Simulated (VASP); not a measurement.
# InP (F-43m) in VASP: a series of runs, part 2 of 2

VASP 6.6.1.

## (4) Single point, PBEsol (volume scaled by 1.040)

The input, INCAR:

```
PREC = Accurate
ENCUT = 520
EDIFF = 1E-6
ISMEAR = 0
SIGMA = 0.05
LREAL = F
LASPH = T
NELM = 60
ALGO = Normal
ISIF = 2
LWAVE = F
LCHARG = T
GGA = PS
LELF = T
LVHAR = T
NBANDS = 16
```

The input, KPOINTS:

```
regular mesh
0
Gamma
  14 14 14
```

The input, POSCAR:

```
InP
1.0
    0.0000000000      2.9779447691      2.9779447691
    2.9779447691      0.0000000000      2.9779447691
    2.9779447691      2.9779447691      0.0000000000
In P
1 1
Direct
    0.0000000000      0.0000000000      0.0000000000
    0.2500000000      0.2500000000      0.2500000000
```

Potentials or basis: VASP PAW PBE potentials, release 64 (In_d, P).

Launch:

```console
$ cat potpaw_PBE.64/In_d/POTCAR potpaw_PBE.64/P/POTCAR > POTCAR
$ mpirun -np 1 vasp_std > vasp.out
```

OUTCAR:

```text
PREC = Accurate
   ENCUT = 520
   EDIFF = 1E-6
   ISMEAR = 0
   LREAL = F
   LASPH = T
   NELM = 60
   ISIF = 2
   GGA = PS

 ion  position               nearest neighbor table
   1  0.000  0.000  0.000-   2 2.58   2 2.58   2 2.58   2 2.58
   2  0.250  0.250  0.250-   1 2.58   1 2.58   1 2.58   1 2.58

  LATTYP: Found a face centered cubic cell.
 ALAT       =     5.9558895382

  Lattice vectors:

 A1 = (   0.0000000000,   2.9779447691,   2.9779447691)
 A2 = (   2.9779447691,   0.0000000000,   2.9779447691)
 A3 = (   2.9779447691,   2.9779447691,   0.0000000000)
[... 623 lines left out ...]
      3      -9.4464      2.00000
      4      -9.3585      2.00000
      5      -9.3369      2.00000
      6      -5.8953      2.00000
[... 8 lines left out ...]
     15      14.1090      0.00000
     16      14.7960      0.00000

 [... further k-points ...]
[... 5 lines left out ...]
  --------------------------------------------------------------------------------------
  -------------------------------------------------------------------------------------
  Total       -0.7915144     -0.7915144     -0.7915144     -0.0000000      0.0000000     -0.0000000
  in kB      -24.0098520    -24.0098520    -24.0098520     -0.0000000      0.0000000     -0.0000000
  external PRESSURE =     -24.0098520 kB  Pullay stress =       0.0000000 kB

 VOLUME and BASIS-vectors are now :
 -----------------------------------------------------------------------------
  energy-cutoff  :      520.00
  volume of cell :       52.82
      direct lattice vectors                 reciprocal lattice vectors
     0.000000000  2.977944769  2.977944769    -0.167901032  0.167901032  0.167901032
     2.977944769  0.000000000  2.977944769     0.167901032 -0.167901032  0.167901032
     2.977944769  2.977944769  0.000000000     0.167901032  0.167901032 -0.167901032

 POSITION                                       TOTAL-FORCE (eV/Angst)
 -----------------------------------------------------------------------------------
      0.00000      0.00000      0.00000        -0.000000     -0.000000     -0.000000
      1.48897      1.48897      1.48897         0.000000      0.000000      0.000000
 -----------------------------------------------------------------------------------
    total drift:                               -0.000000     -0.000000     -0.000000

  FREE ENERGIE OF THE ION-ELECTRON SYSTEM (eV)
  ---------------------------------------------------
  free  energy   TOTEN  =        -9.1420320656 eV

  energy  without entropy=       -9.1420320655  energy(sigma->0) =       -9.14203207
```

stdout:

```text
POSCAR found type information on POSCAR InP
 POSCAR found :  2 types and       2 ions
 scaLAPACK will be used
 -----------------------------------------------------------------------------
|                                                                             |
|                                                                             |
|     You enforced a specific xc type in the INCAR file but a different       |
|     I HOPE YOU KNOW WHAT YOU ARE DOING!                                     |
|                                                                             |
 -----------------------------------------------------------------------------

 LDA part: xc-table for (Slater+PW92), standard interpolation
 POSCAR, INCAR and KPOINTS ok, starting setup
 FFT: planning ... GRIDC
 FFT: planning ... GRID_SOFT
 FFT: planning ... GRID
 WAVECAR not read
 entering main loop
```

Run time: 56 s. Hardware: 1 thread of Intel Xeon 6975P-C, shared host; peak memory 0.23 GiB.

Results:

- Free energy: -9.1420 eV
- Pressure: -2.4 GPa
- Band gap on the k mesh: 0.36 eV, direct

Levels at points of the mesh, in eV from the valence-band top:
```csv
k point,band 6,band 7,band 8,band 9,band 10,band 11,band 12,band 13
"(0.00, 0.00, 0.00)",-11.23,0.00,0.00,0.00,0.36,4.02,4.02,4.02
"(0.50, 0.00, 0.00)",-9.63,-5.55,-0.92,-0.92,1.29,4.73,4.73,6.85
"(0.50, 0.50, 0.00)",-9.02,-5.61,-2.19,-2.19,1.71,2.17,8.80,9.21
```

Caveat: the PAW data sets were made with another functional, which shifts forces and pressure a little; spin-orbit coupling is left out, which moves the levels of the heavy elements.

## (5) Summary

| cell | gap on the mesh (eV) | pressure (GPa) |
| --- | --- | --- |
| a = 4.150 Å, angles 60.0°, 2 atoms | 0.59 | 0.3 |
| a = 4.157 Å, angles 60.0°, 2 atoms | 0.57 | 0.0 |
| a = 4.211 Å, angles 60.0°, 2 atoms | 0.36 | -2.4 |

Alike in all rows: task single point; level PBEsol; potentials or basis VASP PAW PBE potentials, release 64 (In_d, P); no spin polarisation; k mesh 14 × 14 × 14; cutoff (eV) 520; smearing gaussian 0.05 eV.

Caveats: the PAW data sets were made with another functional, which shifts forces and pressure a little; spin-orbit coupling is left out, which moves the levels of the heavy elements.

Absolute energies hang on the potentials; compare differences alone.

## (6) How close it comes

Step 2. Against the measured gap of InP, 1.4236 eV (direct; 1.6 K; a printed reference work, data compilation), the calculated 0.59 eV is off by -0.83 eV. Spin-orbit coupling on In is left out. The value is that of PBEsol, without temperature or zero-point motion. Semilocal functionals fall short of measured gaps as a rule.

Step 3. Measured gap of InP: 1.4236 eV (direct; 1.6 K; a printed reference work, data compilation). This calculation gives 0.57 eV (-0.86 eV). Spin-orbit coupling on In is left out. The value is that of PBEsol, without temperature or zero-point motion. Semilocal functionals fall short of measured gaps as a rule.
